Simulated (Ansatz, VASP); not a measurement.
# Ti in VASP and in Ansatz

```
CELL_PARAMETERS angstrom
2.86387 0.00000 0.00000
-1.43193 2.48018 0.00000
0.00000 0.00000 4.53999
ATOMIC_POSITIONS crystal
Ti 0.33333 0.66667 0.25000
Ti 0.66667 0.33333 0.75000
```

Alike in both runs: task single point; functional LDA; k mesh 13 × 13 × 7; occupations methfessel-paxton of order 1, width 0.2 eV; no spin polarisation.

|  | VASP | Ansatz |
| --- | --- | --- |
| version | VASP 6.6.1 | Ansatz 0.2.0 |
| potentials or method | VASP PAW LDA potentials, release 64 (Ti_sv) | plane waves (420 eV) with PAW, scalar-relativistic |
| plane-wave cutoff (eV) | 520 | 420 |
| valence electrons in the cell | 24 | 24 |

VASP gave:

```
pressure (GPa)                                  : -0.3
largest component of the traceless stress (GPa) : 0.13
```

Q: Estimate Ansatz's values.

A: Pressure (GPa): -0.2; largest component of the traceless stress (GPa): 0.11.

Ansatz warned: «pseudo_functional_mismatch».
